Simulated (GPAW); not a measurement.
# CdS (Greenockite) (P6_3mc) in GPAW: settings compared

The runs below take CdS (Greenockite) through band structure, with PBE, SCAN, vdW-DF.

Program: GPAW 26.7.0. These are calculated values, not measurements. Logs are shortened: lines on timing, memory, paths and dates and some standing lists are left out, and cuts for length are marked. The log counts tension as positive stress, the text compression.

**Measured values to compare with.**

“Isotope dependence of band-gap energy”, 2008, arxiv:0807.2152 quotes, for a bulk crystal of CdS: band gap 2.5809 ± 0.0002 eV.

The runs below are set against these values where they give the same quantity.

## (1) The crystal as given

It takes space group P6_3mc (No. 186, hexagonal). Conventional cell: a = 4.150 Å, b = 4.150 Å, c = 6.737 Å, α = 90.00°, β = 90.00°, γ = 120.00°. Cd (site symmetry 3m) is surrounded by 4 S at 2.53 to 2.54 Å. S (site symmetry 3m) has 4 Cd at 2.53 to 2.54 Å as nearest neighbours.

## (2) Band structure, PBE

run.py

```python
from ase.dft.bandgap import bandgap
from ase.io import read, write
from gpaw import GPAW

atoms = read('CdS.cif')

calc = GPAW(mode='lcao',
            h=0.16,
            basis='dzp',
            xc='PBE',
            kpts={'size': (5, 5, 3), 'gamma': True},
            occupations={'name': 'fermi-dirac', 'width': 0.05},
            convergence={'density': 1e-05, 'energy': 1e-05},
            maxiter=150,
            txt='gpaw.txt')
atoms.calc = calc
energy = atoms.get_potential_energy()
forces = atoms.get_forces()
calc.write('gs.gpw')
write('result.traj', atoms)
print(f'Energy: {energy:.6f} eV')
print('Forces (eV/A):')
print(forces.round(4))
print('Fermi level:', round(calc.get_fermi_level(), 4), 'eV')
print(f'Gap: {bandgap(calc)[0]:.4f} eV, direct: {bandgap(calc, direct=True)[0]:.4f} eV')

path = atoms.cell.bandpath('GMKGALHA,LM,KH', npoints=60, eps=1e-4)
bs_calc = calc.fixed_density(kpts=path, symmetry='off', txt='bands.txt')
bs = bs_calc.band_structure()
bs.write('bs.json')
print(f'Gap on the path: {bandgap(bs_calc)[0]:.4f} eV')
```

CdS.cif

```cif
data_CdS
_cell_length_a 4.15000000
_cell_length_b 4.15000000
_cell_length_c 6.73700000
_cell_angle_alpha 90.00000000
_cell_angle_beta 90.00000000
_cell_angle_gamma 120.00000000
_space_group_name_H-M_alt 'P1'
_space_group_name_Hall 'P 1'
_space_group_IT_number 1
loop_
_space_group_symop_operation_xyz
'x,y,z'
loop_
_atom_site_label
_atom_site_type_symbol
_atom_site_symmetry_multiplicity
_atom_site_Wyckoff_symbol
_atom_site_fract_x
_atom_site_fract_y
_atom_site_fract_z
_atom_site_occupancy
Cd1 Cd 1 a 0.6666666667 0.3333333333 0.5000000000 1
Cd2 Cd 1 a 0.3333333333 0.6666666667 0.0000000000 1
S1 S 1 a 0.6666666667 0.3333333333 0.8750000000 1
S2 S 1 a 0.3333333333 0.6666666667 0.3750000000 1
```

Potentials or basis: GPAW PAW data sets (gpaw-data 1.2.1), lcao:dzp.

Started as:

```console
OMP_NUM_THREADS=1 python run.py
```

gpaw.txt:

```text
__  _  _
 | _ |_)|_||  |
 |__||  | ||/\| - 26.7.0

Input parameters:
  mode=LCAO(),
  basis={'default': 'dzp'},
  convergence={'density': 1e-05, 'energy': 1e-05},
  h=0.16,
  kpts=MonkhorstPack(size=(5, 5, 3), gamma=True),
  maxiter=150,
  occupations=Occupations(name='fermi-dirac', width=0.05),
  xc=XC(name='PBE')

            S

            Cd
        S

        Cd

Atoms  # Å, Bohr magnetons
|   | symbol |         x |        y |        z |    initial magnetic moments |
|---|--------|-----------|----------|----------|-----------------------------|
| 0 |     Cd |  2.075000 | 1.198002 | 3.368500 | ( 0.0000,  0.0000,  0.0000) |
| 1 |     Cd | -0.000000 | 2.396004 | 0.000000 | ( 0.0000,  0.0000,  0.0000) |
| 2 |      S |  2.075000 | 1.198002 | 5.894875 | ( 0.0000,  0.0000,  0.0000) |
| 3 |      S | -0.000000 | 2.396004 | 2.526375 | ( 0.0000,  0.0000,  0.0000) |

Unit cell  # Å
| periodic |         x |        y |        z |  lengths |     angles |
|----------|-----------|----------|----------|----------|------------|
|      yes |  4.150000 | 0.000000 | 0.000000 | 4.150000 |  90.000000 |
|      yes | -2.075000 | 3.594005 | 0.000000 | 4.150000 |  90.000000 |
|      yes |  0.000000 | 0.000000 | 6.737000 | 6.737000 | 120.000000 |

Number of symmetries: 6
Symmetry operations  # r_c * U_cc + t_c -> r_c
|   | kind |            matrix            |
|---|------|------------------------------|
| 0 |  σ   |  1, 1, 0,  0,-1, 0,  0, 0, 1 |
| 1 |  E   |  1, 0, 0,  0, 1, 0,  0, 0, 1 |
| 2 |  C3  |  0, 1, 0, -1,-1, 0,  0, 0, 1 |
| 3 |  σ   |  0,-1, 0, -1, 0, 0,  0, 0, 1 |
| 4 |  σ   | -1, 0, 0,  1, 1, 0,  0, 0, 1 |
| 5 |  C3  | -1,-1, 0,  1, 0, 0,  0, 0, 1 |

BZ-sampling:
  Number of BZ points: 75
  Number of IBZ points: 12

  Monkhorst-Pack size: [5, 5, 3]
  Monkhorst-Pack shift: [0, 0, 0]

K-points  # in reciprocal-cell coordinates
|     |                                coordinates |     weight |
|-----|--------------------------------------------|------------|
|   0 | (  0.00000000,   0.00000000,   0.00000000) | 0.01333333 |
|   1 | (  0.00000000,   0.00000000,   0.33333333) | 0.02666667 |
|   2 | (  0.20000000,   0.00000000,  -0.33333333) | 0.08000000 |
|   3 | (  0.20000000,   0.00000000,   0.00000000) | 0.08000000 |
|   4 | (  0.20000000,   0.00000000,   0.33333333) | 0.08000000 |
|   5 | (  0.40000000,  -0.20000000,   0.00000000) | 0.08000000 |
|   6 | (  0.40000000,  -0.20000000,   0.33333333) | 0.16000000 |
|   7 | (  0.40000000,   0.00000000,  -0.33333333) | 0.08000000 |
|   8 | (  0.40000000,   0.00000000,   0.00000000) | 0.08000000 |
|   9 | (  0.40000000,   0.00000000,   0.33333333) | 0.08000000 |
| ... |                                            |            |
|  11 | (  0.40000000,   0.40000000,   0.33333333) | 0.16000000 |

basis functions: 68
Spin-components: 1 (collinear spins)
Bands:           26
Projectors:      22
Spin-degeneracy: 2
Datatype:        <class 'complex'>

Parallelization:
  kpt:    1
  domain: 1
  band:   1

Density:
  Valence electrons: 36.0
  Components: 1
  Grid points: [24 24 44]
  Charge: 0.0  # |e|

Potential:
  Grid points: [24 24 44]

species:
  Cd:
    name:    Cadmium
    Z:       48.0
    valence: 12
    core:    36
    charge:  0.0  # [|e|]
    compensation charges:
      type: gauss
[... 191 lines left out ...]
    |    d |        |      15.473 |    1.164 |

    LCAO basis set for Cd:
      Name: dzp
      File: <dir>
      Number of radial functions: 7
      Number of spherical harmonics: 21
        l=0, rc=8.5781 Bohr: 5s-sz confined orbital
        l=1, rc=12.6406 Bohr: 5p-sz confined orbital
        l=2, rc=4.9062 Bohr: 4d-sz confined orbital
        l=0, rc=5.0625 Bohr: 5s-dz split-valence wave
        l=1, rc=7.7188 Bohr: 5p-dz split-valence wave
        l=2, rc=2.9844 Bohr: 4d-dz split-valence wave
        l=1, rc=8.5781 Bohr: p-type Gaussian polarization
      Number of RI-basis functions 0

  S:
    name:    Sulfur
    Z:       16.0
    valence: 6
    core:    10
    charge:  0.0  # [|e|]
    compensation charges:
      type: gauss
      rc: 0.24  # [Å]
      lmax: 2
    cutoffs:
      filter: 1.77  # [Å]
      core: 1.66  # [Å]
    projectors
    | kind |    occ | energy [eV] | rcut [Å] |
    |------|--------|-------------|----------|
    |   3s |  2.000 |     -17.254 |    0.974 |
    |   3p |  4.000 |      -7.008 |    0.979 |
    |    s |        |       9.957 |    0.974 |
    |    p |        |      20.203 |    0.979 |
    |    d |        |       0.000 |    0.900 |

    LCAO basis set for S:
      Name: dzp
      File: <dir>
      Number of radial functions: 5
      Number of spherical harmonics: 13
        l=0, rc=5.5156 Bohr: 3s-sz confined orbital
        l=1, rc=6.9375 Bohr: 3p-sz confined orbital
        l=0, rc=3.0469 Bohr: 3s-dz split-valence wave
        l=1, rc=3.9375 Bohr: 3p-dz split-valence wave
        l=2, rc=6.9375 Bohr: d-type Gaussian polarization
      Number of RI-basis functions 0

Reference energy: -326061.476468  # eV

eigensolver:
  <gpaw.new.lcao.eigensolver.LCAOEigensolver object>
density mixing:
  MSR1-Mixer
  Pratt-step length: 0.05
  Maximum mixing coefficient: 0.75
  Old densities: 10
  SVD Regularization: 0.005
  Good broyden scale: 1.0
  Trust region scale: 1.0
  Backstep threshold: 4.0
  History deletion threshold: 6.0
  Fourier metric: weight=20.0, sigma=0.015

occupation numbers:
  Fermi-Dirac:
    width: 0.0500  # eV

FastPoissonSolver using
    Stencil: 8*3+1=25 point O(h^6) finite-difference Laplacian
    FFT axes: [np.int64(0), np.int64(1), np.int64(2)]
    FST axes: []

xc functional:
  name: PBE with 2 nearest neighbor stencil
interpolation: tri-quintic # 5. degree polynomial

convergence criteria:
- Maximum integral of absolute [dens]ity change: 1e-05 electrons / valence electron
- Maximum [total energy] change in last 3 cyles: 1e-05 eV / valence electron
- Maximum integral of absolute [eigenst]ate change: 4e-08 eV^2 / valence electron
maximum number of iterations: 150

SCF iterations
|iter     | |      energy | eigst |  dens |
|---------|-|-------------|-------|-------|
|iter:   1| |  -11.950178 |      c|       |
|iter:   2| |  -11.842514 |      c| -1.29 |
|iter:   3| |  -11.480137 |      c| -1.32 |
|iter:   4| |  -11.478465 |      c| -1.81 |
|iter:   5| |  -11.477709 |      c| -2.27 |
|iter:   6| |  -11.477708 |      c| -3.60 |
|iter:   7| |  -11.477708c|      c| -3.97 |
|iter:   8| |  -11.477708c|      c| -5.34c|

Converged in 8 steps
Energy contributions relative to reference atoms: (reference = -326061.476468)

Energy contributions:
  Kinetic:          35.093270
  Coulomb:         -30.133313
  Zero:              0.085861
  External:          0.000000
  Xc:              -16.523526
  Entropy:          -0.000000
  Spinorbit:         0.000000
  ----------------------------
  Free energy:     -11.477708
  Extrapolated:    -11.477708

dipole moment: (0.000000, -0.000000, -18.996265)  # |e|*Ang

Fermi level: 4.113
Eigenvalues  # (at kpt = [0.000, 0.000, 0.000])
| band index |      eig [eV] | occ [0-2] |
|------------|---------------|-----------|
|          0 |        -8.835 |     2.000 |
|        ... |               |           |
|         10 |        -3.619 |     2.000 |
|         11 |        -3.294 |     2.000 |
|         12 |        -0.865 |     2.000 |
|         13 |         2.732 |     2.000 |
|         14 |         2.733 |     2.000 |
|         15 |         3.450 |     2.000 |
[... 8 lines left out ...]
|         24 |        11.256 |     0.000 |
|         25 |        11.302 |     0.000 |

Gap: 1.194 eV
Transition (v -> c):
  (s=0, k=0, n=17, [0.00, 0.00, 0.00]) -> (s=0, k=0, n=18, [0.00, 0.00, 0.00])
No difference between direct/indirect transitions

Forces  # eV/Ang
|        x |        y |        z |
|----------|----------|----------|
| -0.00000 |  0.00000 | -0.06029 |  # Cd   0
|  0.00000 | -0.00000 | -0.06029 |  # Cd   1
|  0.00000 | -0.00000 |  0.06148 |  # S    2
|  0.00000 | -0.00000 |  0.06148 |  # S    3

# Writing to gs.gpw (mode='')
```

bands.txt:

```text
convergence criteria:
- Maximum integral of absolute [eigenst]ate change: 4e-08 eV^2 / valence electron
maximum number of iterations: 150

SCF iterations
|iter     | |      energy | eigst |  dens |
|---------|-|-------------|-------|-------|
|iter:   1| |             |      c|       |
[... 60 lines left out ...]
         [0.5       , 0.        , 0.4       ],
         [0.5       , 0.        , 0.3       ],
         [0.5       , 0.        , 0.2       ],
         [0.5       , 0.        , 0.1       ],
         [0.5       , 0.        , 0.        ],
         [0.33333333, 0.33333333, 0.        ],
         [0.33333333, 0.33333333, 0.125     ],
         [0.33333333, 0.33333333, 0.25      ],
         [0.33333333, 0.33333333, 0.375     ],
         [0.33333333, 0.33333333, 0.5       ]])),
  maxiter=150,
  occupations=Occupations(name='fermi-dirac', width=0.05),
  symmetry=Symmetry(point_group=False, time_reversal=False),
  xc=XC(name='PBE')
```

It took 1.8 min on 1 thread of Arm Neoverse V1, shared host; peak memory 0.33 GiB.

Results:

| Quantity | Value |
| --- | --- |
| Free energy | -11.4777 eV |
| Largest force | 0.061 eV/Å |
| Band gap on the k mesh | 1.19 eV, direct |
| Band gap along the path | 1.19 eV, direct |

Forces on the atoms (eV/Å):
```
Cd   0.000  0.000 -0.060
Cd   0.000  0.000 -0.060
S    0.000  0.000  0.061
S    0.000  0.000  0.061
```

Levels at the corners of the path, in eV from the valence-band top:
```csv
point,band 14,band 15,band 16,band 17,band 18,band 19,band 20,band 21,band 22,band 23
Γ,-0.76,-0.76,-0.04,0.00,0.00,1.19,2.83,6.55,6.55,7.07
M,-3.48,-2.64,-1.86,-1.29,-0.73,3.77,4.07,5.20,6.56,7.20
K,-3.65,-3.07,-1.84,-1.84,-1.60,5.02,5.17,5.17,7.24,7.68
Γ,-0.76,-0.76,-0.04,0.00,0.00,1.19,2.83,6.55,6.55,7.07
A,-2.46,-0.40,-0.40,-0.40,-0.40,2.86,2.86,6.32,6.32,6.94
L,-4.10,-1.33,-1.33,-1.32,-1.32,3.57,3.57,5.63,5.63,8.18
H,-3.98,-2.40,-2.40,-1.11,-1.11,4.49,4.49,6.28,6.28,6.65
A,-2.46,-0.40,-0.40,-0.40,-0.40,2.86,2.86,6.32,6.32,6.94
L,-4.10,-1.33,-1.33,-1.32,-1.32,3.57,3.57,5.63,5.63,8.18
M,-3.48,-2.64,-1.86,-1.29,-0.73,3.77,4.07,5.20,6.56,7.20
K,-3.65,-3.07,-1.84,-1.84,-1.60,5.02,5.17,5.17,7.24,7.68
H,-3.98,-2.40,-2.40,-1.11,-1.11,4.49,4.49,6.28,6.28,6.65
```

Caveat: the real-space grid adds noise to forces; the basis of atomic orbitals isn't converged, which shifts pressures, moduli and gaps.

(Continued in part 2 of 2.)
